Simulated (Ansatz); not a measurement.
# Bi and the effect of the strain (εxy = 0.5 s)

```xyz
2
Lattice="3.2384 0.0000 0.0000 0.0000 3.2216 0.0000 -0.0805 0.0000 6.4439" Properties=species:S:1:pos:R:3 pbc="T T T"
Bi    1.7022    0.0000    4.8302
Bi    1.4558    0.0000    1.6137
```

This isn't the form of Bi at room conditions, which is rhombohedral.

Kept alike: task band structure; functional PBEsol; k mesh 7 × 7 × 4; occupations fermi-dirac, width 0.05 eV; no spin polarisation. Program: Ansatz, Ansatz PAW, cutoff 420 eV. The mesh is that of the run's cell of 2 atoms. No spin-orbit coupling.

| s | stress xy (GPa) | free energy over the lowest row (meV/atom) |
| --- | --- | --- |
| -0.04 | -0.18 | 0.00 |
| -0.02 | -0.19 | 0.88 |
| -0.01 | -0.11 | 1.21 |
| 0 | 0.00 | 1.33 |
| 0.01 | 0.11 | 1.21 |
| 0.02 | 0.19 | 0.88 |
| 0.04 | 0.18 | 0.00 |

Stress is positive in compression, with a Pulay correction for the finite cutoff. The cell shown is the unstrained one; x, y and z are its Cartesian axes; atoms keep their fractions. For a metal such a mesh leaves the last digits unconverged. Shear stress takes the same sign, opposite to σ = Cε, so its slope is minus the stiffness. All rows use potentials made for PBE.

Task: What does the strain (εxy = 0.5 s) change here?

Result: The stress xy runs from -0.19 (-0.02) to 0.19 GPa (0.02). The free energy is lowest at -0.04; 0.04, and 1.33 meV an atom higher at 0. The energy peaks at s = 0, so the cell is unstable against this strain in these runs.
